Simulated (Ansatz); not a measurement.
Runs of Ansatz 0.2.0 on AlN. The structure is hexagonal, space group P6_3/mmc (No. 194). Conventional cell: a = 3.312 Å, b = 3.312 Å, c = 4.188 Å, α = 90.00°, β = 90.00°, γ = 120.00°. Al (site symmetry -6m2) is surrounded by 5 N at 1.91 to 2.09 Å. N (site symmetry -6m2) has 5 Al at 1.91 to 2.09 Å as nearest neighbours. Measurements of this composition are mostly on another form, of space group No. 186.

```tsv
task	level	cutoff (eV)	points for each segment of the path	gap on the mesh (eV)	pressure (GPa)	V0 of scaled cells (Å³/atom)	B0 (GPa)
equation of state	PBEsol	420	-	-	-	9.78	(c)
band structure	r2SCAN	500	14	(b)	-5.1	-	-
equation of state	LDA	420	-	-	-	9.54	226
band structure	PBEsol	420	14	(a)	-3.5	-	-
band structure	LDA	420	14	3.28	-8.7	-	-
equation of state	r2SCAN	500	-	-	-	9.72	227
```

Alike in all rows: potentials or basis Ansatz PAW; no spin polarisation; cell as given; k mesh 9 × 9 × 7; smearing fermi-dirac 0.05 eV.

Fill in the values left out.

(a) 3.17; (b) 3.83; (c) 215.

Caveats: the cell was scaled at fixed shape and fractional positions, which overstates the stiffness of a crystal with free parameters, most of all of layers and chains (some runs); the PAW data sets come from PBE, with cores solved anew for the run's functional, which leaves a small shift of forces and pressure (some runs); the PAW data sets were made with another functional, which shifts forces and pressure a little (some runs).

Runs at the PBE level aren't shown here.
